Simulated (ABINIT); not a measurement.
# KTaO3 (Pm-3m) in ABINIT: equation of state with r2SCAN

Aim: the equation of state of KTaO3 with r2SCAN.

All numbers are computed with ABINIT 10.8.3 (patched build); they aren't measurements. Logs are shortened: lines on timing, memory, paths and dates and some standing lists are left out, and cuts for length are marked. The log counts tension as positive stress, the text compression.

## Step 1: Starting point

Symmetry: Pm-3m, No. 221, cubic system. Conventional cell: a = 3.988 Å, b = 3.988 Å, c = 3.988 Å, α = 90.00°, β = 90.00°, γ = 90.00°. Ta (site symmetry m-3m) has 6 O at 1.99 Å as nearest neighbours. K (site symmetry m-3m) is surrounded by 12 O at 2.82 Å. O (site symmetry 4/mmm) is surrounded by 2 Ta at 1.99 Å.

## Step 2: Equation of state, r2SCAN

The input, run.abi:

```
# Datasets: one volume each
ndtset 7
scalecart1 3*0.9795861087
scalecart2 3*0.9864848297
scalecart3 3*0.9932883884
scalecart4 3*1.0000000000
scalecart5 3*1.0066227096
scalecart6 3*1.0131594038
scalecart7 3*1.0196128224

# Pseudopotentials
pp_dirpath "./"
pseudos "Ta.GGA_PBE-JTH.xml, K.GGA_PBE-JTH.xml, O.GGA_PBE-JTH.xml"

# Structure
acell 7.5367947028 7.5367947028 7.5367947028
rprim
     1.0000000000     0.0000000000     0.0000000000
     0.0000000000     1.0000000000     0.0000000000
     0.0000000000     0.0000000000     1.0000000000
ntypat 3
znucl 73 19 8
natom 5
typat 1 2 3 3 3
xred
     0.0000000000     0.0000000000     0.0000000000
     0.5000000000     0.5000000000     0.5000000000
     0.0000000000     0.0000000000     0.5000000000
     0.0000000000     0.5000000000     0.0000000000
     0.5000000000     0.0000000000     0.0000000000

# Plane-wave basis
ecut 28.0
pawecutdg 50.0
pawovlp 30

# k points
kptopt 1
ngkpt 7 7 7
nshiftk 1
shiftk 0.0 0.0 0.0

# Exchange and correlation
ixc -497498
usekden 1
pawxcdev 0

# Bands and occupations
nband 24
occopt 3
tsmear 0.05 eV

# SCF cycle
nstep 100
tolvrs 1.0e-7

# Output
iomode 3
prtwf 0
prtden 0
prteig 0
prtebands 0
enunit 2
```

Potentials or basis: JTH PAW PBE v2.0.

Launch:

```console
$ mpirun --bind-to none -np 4 abinit run.abi > log 2>&1
```

run.abo:

```text
.Version 10.8.3 of ABINIT
 DATASET    1 : space group Pm -3 m (#221); Bravais cP (primitive cubic)
================================================================================
 Values of the parameters that define the memory need for DATASET  1.
     intxc =       0    ionmov =       0      iscf =      17    lmnmax =      18
     lnmax =       6     mgfft =      36  mpssoang =       3    mqgrid =    3001
     natom =       5  nloc_mem =       2    nspden =       1   nspinor =       1
    nsppol =       1      nsym =      48    n1xccc =       1    ntypat =       3
    occopt =       3   xclevel =       2
       mpw =        2878          nfft =       46656          nkpt =          20
Pmy_natom=         2
 PAW method is used; the additional fine FFT grid is defined by:
   mgfftf=        48    nfftf =    110592
================================================================================
================================================================================
[... 77 lines left out ...]
================================================================================
 Values of the parameters that define the memory need for DATASET  7.
     intxc =       0    ionmov =       0      iscf =      17    lmnmax =      18
     lnmax =       6     mgfft =      40  mpssoang =       3    mqgrid =    3001
     natom =       5  nloc_mem =       2    nspden =       1   nspinor =       1
    nsppol =       1      nsym =      48    n1xccc =       1    ntypat =       3
    occopt =       3   xclevel =       2
       mpw =        3225          nfft =       64000          nkpt =          20
Pmy_natom=         2
 PAW method is used; the additional fine FFT grid is defined by:
   mgfftf=        50    nfftf =    125000
================================================================================
================================================================================

--------------------------------------------------------------------------------
------------- Echo of variables that govern the present computation ------------
--------------------------------------------------------------------------------
 -outvars: echo values of preprocessed input variables --------
            acell      7.5367947028E+00  7.5367947028E+00  7.5367947028E+00 Bohr
              amu      1.80947900E+02  3.90983000E+01  1.59994000E+01
             ecut      2.80000000E+01 Hartree
           enunit           2
              ixc     -497498
           jdtset        1    2    3    4    5    6    7
         kptrlatt        7    0    0      0    7    0      0    0    7
          kptrlen1     5.16805758E+01
          kptrlen2     5.20445355E+01
          kptrlen3     5.24034746E+01
          kptrlen4     5.27575629E+01
          kptrlen5     5.31069609E+01
          kptrlen6     5.34518210E+01
          kptrlen7     5.37922876E+01
            natom           5
            nband          24
           ndtset           7
            ngfft1         36      36      36
            ngfft2         36      36      36
            ngfft3         36      36      36
            ngfft4         36      36      36
            ngfft5         40      40      40
            ngfft6         40      40      40
            ngfft7         40      40      40
          ngfftdg1         48      48      48
          ngfftdg2         48      48      48
          ngfftdg3         48      48      48
          ngfftdg4         48      48      48
          ngfftdg5         50      50      50
          ngfftdg6         50      50      50
          ngfftdg7         50      50      50
             nkpt          20
            nstep         100
             nsym          48
           ntypat           3
           occopt           3
        pawecutdg      5.00000000E+01 Hartree
          pawovlp      3.0000000000E+01
         pawxcdev           0
           prtden           0
        prtebands           0
           prteig           0
          prtkden           1
            prtwf           0
            rprim1     9.7958610870E-01  0.0000000000E+00  0.0000000000E+00
                       0.0000000000E+00  9.7958610870E-01  0.0000000000E+00
                       0.0000000000E+00  0.0000000000E+00  9.7958610870E-01
            rprim2     9.8648482970E-01  0.0000000000E+00  0.0000000000E+00
                       0.0000000000E+00  9.8648482970E-01  0.0000000000E+00
                       0.0000000000E+00  0.0000000000E+00  9.8648482970E-01
            rprim3     9.9328838840E-01  0.0000000000E+00  0.0000000000E+00
                       0.0000000000E+00  9.9328838840E-01  0.0000000000E+00
                       0.0000000000E+00  0.0000000000E+00  9.9328838840E-01
            rprim4     1.0000000000E+00  0.0000000000E+00  0.0000000000E+00
                       0.0000000000E+00  1.0000000000E+00  0.0000000000E+00
                       0.0000000000E+00  0.0000000000E+00  1.0000000000E+00
            rprim5     1.0066227096E+00  0.0000000000E+00  0.0000000000E+00
                       0.0000000000E+00  1.0066227096E+00  0.0000000000E+00
                       0.0000000000E+00  0.0000000000E+00  1.0066227096E+00
            rprim6     1.0131594038E+00  0.0000000000E+00  0.0000000000E+00
                       0.0000000000E+00  1.0131594038E+00  0.0000000000E+00
                       0.0000000000E+00  0.0000000000E+00  1.0131594038E+00
            rprim7     1.0196128224E+00  0.0000000000E+00  0.0000000000E+00
                       0.0000000000E+00  1.0196128224E+00  0.0000000000E+00
                       0.0000000000E+00  0.0000000000E+00  1.0196128224E+00
          spgroup         221
           tolvrs      1.00000000E-07
           tsmear      1.83746611E-03 Hartree
            typat      1  2  3  3  3
          usekden           1
           useylm           1
           xangst1     0.0000000000E+00  0.0000000000E+00  0.0000000000E+00
                       1.9534416373E+00  1.9534416373E+00  1.9534416373E+00
                       0.0000000000E+00  0.0000000000E+00  1.9534416373E+00
                       0.0000000000E+00  1.9534416373E+00  0.0000000000E+00
                       1.9534416373E+00  0.0000000000E+00  0.0000000000E+00
           xangst2     0.0000000000E+00  0.0000000000E+00  0.0000000000E+00
                       1.9671987218E+00  1.9671987218E+00  1.9671987218E+00
                       0.0000000000E+00  0.0000000000E+00  1.9671987218E+00
                       0.0000000000E+00  1.9671987218E+00  0.0000000000E+00
                       1.9671987218E+00  0.0000000000E+00  0.0000000000E+00
           xangst3     0.0000000000E+00  0.0000000000E+00  0.0000000000E+00
                       1.9807660384E+00  1.9807660384E+00  1.9807660384E+00
                       0.0000000000E+00  0.0000000000E+00  1.9807660384E+00
                       0.0000000000E+00  1.9807660384E+00  0.0000000000E+00
                       1.9807660384E+00  0.0000000000E+00  0.0000000000E+00
           xangst4     0.0000000000E+00  0.0000000000E+00  0.0000000000E+00
                       1.9941499986E+00  1.9941499986E+00  1.9941499986E+00
[... 38 lines left out ...]
            xcart5     0.0000000000E+00  0.0000000000E+00  0.0000000000E+00
                       3.7933543527E+00  3.7933543527E+00  3.7933543527E+00
                       0.0000000000E+00  0.0000000000E+00  3.7933543527E+00
                       0.0000000000E+00  3.7933543527E+00  0.0000000000E+00
                       3.7933543527E+00  0.0000000000E+00  0.0000000000E+00
            xcart6     0.0000000000E+00  0.0000000000E+00  0.0000000000E+00
                       3.8179872138E+00  3.8179872138E+00  3.8179872138E+00
                       0.0000000000E+00  0.0000000000E+00  3.8179872138E+00
                       0.0000000000E+00  3.8179872138E+00  0.0000000000E+00
                       3.8179872138E+00  0.0000000000E+00  0.0000000000E+00
            xcart7     0.0000000000E+00  0.0000000000E+00  0.0000000000E+00
                       3.8423062594E+00  3.8423062594E+00  3.8423062594E+00
                       0.0000000000E+00  0.0000000000E+00  3.8423062594E+00
                       0.0000000000E+00  3.8423062594E+00  0.0000000000E+00
                       3.8423062594E+00  0.0000000000E+00  0.0000000000E+00
             xred      0.0000000000E+00  0.0000000000E+00  0.0000000000E+00
                       5.0000000000E-01  5.0000000000E-01  5.0000000000E-01
                       0.0000000000E+00  0.0000000000E+00  5.0000000000E-01
                       0.0000000000E+00  5.0000000000E-01  0.0000000000E+00
                       5.0000000000E-01  0.0000000000E+00  0.0000000000E+00
            znucl       73.00000   19.00000    8.00000

================================================================================

 chkinp: Checking input parameters for consistency, jdtset=   1.

 chkinp: Checking input parameters for consistency, jdtset=   2.
[... 36 lines left out ...]
 getcut: wavevector=  0.0000  0.0000  0.0000  ngfft=  48  48  48
         ecut(hartree)=     50.000   => boxcut(ratio)=   2.04250

--- Pseudopotential description ------------------------------------------------
- pspini: atom type   1  psp file is ./Ta.GGA_PBE-JTH.xml
 Pseudopotential format is: paw10
 basis_size (lnmax)=  6 (lmn_size= 18), orbitals=   0   0   1   1   2   2
 Spheres core radius: rc_sph= 2.41973345
 Shapefunction is SIN type: shapef(r)=[sin(pi*r/rshp)/(pi*r/rshp)]**2
 Radius for shape functions =  2.11065461
 Compensation charge density is not taken into account in XC energy/potential

- pspini: atom type   2  psp file is ./K.GGA_PBE-JTH.xml
 Pseudopotential format is: paw10
 basis_size (lnmax)=  5 (lmn_size= 13), orbitals=   0   0   1   1   2
 Spheres core radius: rc_sph= 2.10865939
 Shapefunction is SIN type: shapef(r)=[sin(pi*r/rshp)/(pi*r/rshp)]**2
 Radius for shape functions =  2.00653367
 Compensation charge density is not taken into account in XC energy/potential

- pspini: atom type   3  psp file is ./O.GGA_PBE-JTH.xml
 Pseudopotential format is: paw10
 basis_size (lnmax)=  4 (lmn_size=  8), orbitals=   0   0   1   1
 Spheres core radius: rc_sph= 1.41465230
 Shapefunction is SIN type: shapef(r)=[sin(pi*r/rshp)/(pi*r/rshp)]**2
 Radius for shape functions =  1.20231231
 Compensation charge density is not taken into account in XC energy/potential

   4.13884705E+03                                ecore*ucvol(ha*bohr**3)
--------------------------------------------------------------------------------

================================================================================

--- !BeginCycle
iteration_state: {dtset: 1, }
solver: {iscf: 17, nstep: 100, nline: 4, wfoptalg: 10, }
tolerances: {tolvrs: 1.00E-07, }
...
[... 873 lines left out ...]
 getcut: wavevector=  0.0000  0.0000  0.0000  ngfft=  40  40  40
         ecut(hartree)=     28.000   => boxcut(ratio)=   2.21341

 getcut : COMMENT -
  Note that boxcut > 2.2 ; recall that boxcut=Gcut(box)/Gcut(sphere) = 2
  is sufficient for exact treatment of convolution.
  Such a large boxcut is a waste : you could raise ecut
  e.g. ecut=   34.294377 Hartrees makes boxcut=2

 Fine grid specifications (used for densities):

 getcut: wavevector=  0.0000  0.0000  0.0000  ngfft=  50  50  50
         ecut(hartree)=     50.000   => boxcut(ratio)=   2.07046
--------------------------------------------------------------------------------
[... 638 lines left out ...]
-Cartesian components of stress tensor (GPa)         [Pressure= -1.0920E+01 GPa]
- sigma(1 1)=  1.09195607E+01  sigma(3 2)=  0.00000000E+00
- sigma(2 2)=  1.09195607E+01  sigma(3 1)=  0.00000000E+00
- sigma(3 3)=  1.09195607E+01  sigma(2 1)=  0.00000000E+00

== END DATASET(S) ==============================================================
================================================================================

 -outvars: echo values of variables after computation  --------
            acell      7.5367947028E+00  7.5367947028E+00  7.5367947028E+00 Bohr
           etotal1    -9.0790956080E+01
           etotal2    -9.0794591114E+01
           etotal3    -9.0796718984E+01
           etotal4    -9.0797475399E+01
           etotal5    -9.0797039806E+01
           etotal6    -9.0795470176E+01
           etotal7    -9.0792906372E+01
            fcart1    -0.0000000000E+00 -0.0000000000E+00 -0.0000000000E+00
                      -0.0000000000E+00 -0.0000000000E+00 -0.0000000000E+00
                      -0.0000000000E+00 -0.0000000000E+00 -0.0000000000E+00
                      -0.0000000000E+00 -0.0000000000E+00 -0.0000000000E+00
                      -0.0000000000E+00 -0.0000000000E+00 -0.0000000000E+00
            fcart2    -0.0000000000E+00 -0.0000000000E+00 -0.0000000000E+00
                      -0.0000000000E+00 -0.0000000000E+00 -0.0000000000E+00
                      -0.0000000000E+00 -0.0000000000E+00 -0.0000000000E+00
                      -0.0000000000E+00 -0.0000000000E+00 -0.0000000000E+00
                      -0.0000000000E+00 -0.0000000000E+00 -0.0000000000E+00
[... 80 lines left out ...]
           xangst5     0.0000000000E+00  0.0000000000E+00  0.0000000000E+00
                       2.0073566750E+00  2.0073566750E+00  2.0073566750E+00
                       0.0000000000E+00  0.0000000000E+00  2.0073566750E+00
                       0.0000000000E+00  2.0073566750E+00  0.0000000000E+00
                       2.0073566750E+00  0.0000000000E+00  0.0000000000E+00
           xangst6     0.0000000000E+00  0.0000000000E+00  0.0000000000E+00
                       2.0203918237E+00  2.0203918237E+00  2.0203918237E+00
                       0.0000000000E+00  0.0000000000E+00  2.0203918237E+00
                       0.0000000000E+00  2.0203918237E+00  0.0000000000E+00
                       2.0203918237E+00  0.0000000000E+00  0.0000000000E+00
           xangst7     0.0000000000E+00  0.0000000000E+00  0.0000000000E+00
                       2.0332609084E+00  2.0332609084E+00  2.0332609084E+00
                       0.0000000000E+00  0.0000000000E+00  2.0332609084E+00
                       0.0000000000E+00  2.0332609084E+00  0.0000000000E+00
                       2.0332609084E+00  0.0000000000E+00  0.0000000000E+00
             xred      0.0000000000E+00  0.0000000000E+00  0.0000000000E+00
                       5.0000000000E-01  5.0000000000E-01  5.0000000000E-01
                       0.0000000000E+00  0.0000000000E+00  5.0000000000E-01
                       0.0000000000E+00  5.0000000000E-01  0.0000000000E+00
                       5.0000000000E-01  0.0000000000E+00  0.0000000000E+00
 Calculation completed.
```

Wall time 7.3 min (4 MPI ranks of Arm Neoverse V1, shared host); peak memory 0.8 GiB.

What came out:

```yaml
Equilibrium_volume: 12.72 Å³/atom
Bulk_modulus: 208 GPa
Pressure_derivative_of_the_bulk_modulus: 4.1
```

Energy against volume, from the lowest point:
```
volume (Å³/atom)  energy (meV/atom)
          11.927              35.48
          12.180              15.70
          12.434               4.12
          12.688               0.00
          12.942               2.37
          13.196              10.91
          13.449              24.87
```

Caveat: pressures at fixed basis lie under the slope of the energies; the PAW data sets were made with another functional, which shifts forces and pressure a little; the atomic spheres overlap. Spin-orbit coupling is left out, which matters for the levels of Ta.
